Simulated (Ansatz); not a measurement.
Checking a converged run of Co

The cell (2 atoms) is Co as a measured crystal structure (space group Fm-3m, primitive cell doubled). The computed pressure is over 10 GPa in size, so the cell is far from the computed equilibrium volume. Source: COD entry 9011624; the sample's temperature and pressure aren't taken into account, and it need not be the stable phase.

The calculation used DFT, PBE, PAW, plane waves, scalar-relativistic (Ansatz).

```yaml
crystal:
  lattice:
    - [3.628, 1.814, 1.814]
    - [1.814, 3.628, 1.814]
    - [1.814, 1.814, 3.628]
  atoms:
    - { symbol: Co, position: [0.0, 0.0, 0.0], spin: 3.0 }
    - { symbol: Co, position: [0.5, 0.5, 0.5], spin: -3.0 }
magnetization:
  spin_polarized: true
hamiltonian:
  xc: pbe
  pseudopotentials: { kind: paw }
basis:
  ecutwfc: 420
kpoints:
  mp_grid: { grid: [11, 11, 11] }
scf:
  occupations: { method: fermi_dirac, width: 0.05 }
  lower_state_search: "off"
output:
  forces: true
  stress: true
```

Wall time and machine: 3.4 s on 2 threads of Arm Neoverse V2, with other jobs on the host, peak memory 0.37 GiB.

The end of the output:

```
SCF converged after 12 iterations
Magnetization: 0.0000 μB (17.0000 up, 17.0000 down)
Absolute magnetization: 2.8843 μB (∫|ρ↑−ρ↓|, with the PAW one-centre terms)
Spin contamination: 1.1597 ħ² per cell (⟨S²⟩ above its minimum at these occupations)
Per-site moments (μB) at R_I (Å): [(1.4100, 1.0582), (-1.4100, 1.0582)]
Free energy (F): -10251.713475 eV
Harris-Foulkes:  -10251.713475 eV  (|F-HF|=9.46e-9)
Internal energy: -10251.676297 eV  (E = F + TS)
E sigma→0 (E₀):  -10251.694886 eV
Entropy (-TS):   -0.037178 eV (-18.589 meV/atom)
Fermi energy:    16.650293 eV
--- Forces (eV/Å), atoms counted from 1 ---
  atom   1  Co    -0.00000000     0.00000000     0.00000000
  atom   2  Co     0.00000000    -0.00000000    -0.00000000
--- Stress (GPa, compression-positive) ---
      -17.703169       2.364668       2.364668
        2.364668     -17.703169       2.364668
        2.364668       2.364668     -17.703169
  P = ⅓ Tr σ = -17.7032 GPa (-177.032 kbar)
```

Site moments are taken inside atomic spheres and don't add up to the total.

Q: Would you trust this as the ground state? If a lower solution is known, describe it.

A: No. A state 227 meV/atom (0.455 eV per cell) lower exists in this cell: ferromagnetic, site moments Co1 1.79, Co2 1.79 μB, total 3.44 μB per cell, no gap on the k-mesh. It was reached from: parallel moments, default search for lower states [Co1 3.00, Co2 3.00 μB]; the moments in brackets, symmetry off, plain SCF [Co1 3.00, Co2 3.00 μB]. The wrong state matters: the pressure is -15.3 GPa there against -17.7 GPa here. This multiple of the primitive cell fits some opposed orders; other multiples fit others. Only collinear orders within this cell were tried; the true ground state may need a larger cell.
